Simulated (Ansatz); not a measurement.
The elements of this relaxed trial crystal are hidden behind letters.

```
lattice vectors (Å)
   0.0000    2.7407    2.7407
   2.7407    0.0000    2.7407
   2.7407    2.7407    0.0000
fractional positions
X 0.5000 0.5000 0.5000
Z 0.2500 0.2500 0.2500
Z 0.7500 0.7500 0.7500
```

All numbers below come from Ansatz, DFT PBE, scalar-relativistic, plane waves, PAW. Cutoff 420 eV, Γ-centred 8×8×8 mesh (3-atom cell), Gaussian smearing of 0.02 eV, no spin polarisation.

| Item | Value |
| --- | --- |
| Space group | Fm-3m (No. 225) |
| Conventional cell | a = 5.481 Å |
| Volume per atom | 13.72 Å³ |
| Density | 6.07 g/cm³ |
| Energy over the elements | −2.177 eV/atom |
| Gap on the 8×8×8 mesh of the 3-atom cell | 2.92 eV |

Energies are uncorrected and count from the elements' standard states at the same level.

Question: X is a d-block element of period 5 and Z is a p-block element of period 2. Which elements are they?

Answer: X = Cd, Z = F, so the formula is CdF2, here in the fluorite type. Density times volume gives a mean mass of 6.07 × 13.72/1.6605 = 50.2 u per atom, and this set has 50.1 u. Among the elements that the hints allow, noble gases aside, only these give it. Around Cd lie 8 F at 2.37 Å; F has 4 Cd at 2.37 Å and 6 F at 2.74 Å.

Kohn–Sham gaps at this level usually fall short of measured ones. A structure relaxed within its symmetry needn't be a true minimum.
